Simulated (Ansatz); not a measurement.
# Direct or indirect: AlBiSe3 sheet (P3m1)

```
Bi Se Al
1.0
     3.91194    0.00000    0.00000
     1.95597    3.38784    0.00000
     0.00000    0.00000   36.82245
Bi Se Al
1 3 1
Direct
  0.33333 0.33333 0.26145
  0.00000 0.00000 0.31912
  0.66667 0.66667 0.21554
  0.33333 0.33333 0.39546
  0.66667 0.66667 0.36370
```

Method: Ansatz, PBE, independent particles, without spin-orbit coupling, line width 0.15 eV (Gaussian). The band structure gives a fundamental gap of 1.34 eV. The spectrum of vertical transitions near the edge:

```
E (eV)  absorbance (%), E ∥ xy
  0.84                    0.00
  0.96                    0.00
  1.08                    0.00
  1.20                    0.00
  1.32                    0.00
  1.44                    0.00
  1.56                    0.02
  1.68                    0.12
  1.80                    0.68
  1.92                    2.97
  2.04                    6.85
  2.16                   10.97
  2.28                   15.22
  2.40                   20.33
  2.52                   23.49
  2.64                   24.57
  2.76                   26.34
  2.88                   24.76
  3.00                   20.76
```

**Question.** Is the gap direct or indirect, and about where do vertical transitions set in?

**Answer.** Indirect, by the band path, whose least direct gap is 1.71 eV. The curves fit this: they stay near zero above 1.34 eV and rise only from about 1.7 eV, though a forbidden direct transition would look alike. Lines are broadened by 0.15 eV, which spreads the edge, and phonons, which would give weak absorption from the fundamental gap up, are left out.

Note: cells built here by substitution need not match a known phase.

[Logs are printed without paths, hosts, clocks, repeated set-up lines and the standing remarks that a program may print on its own settings, such as how far it seeks lower states.]
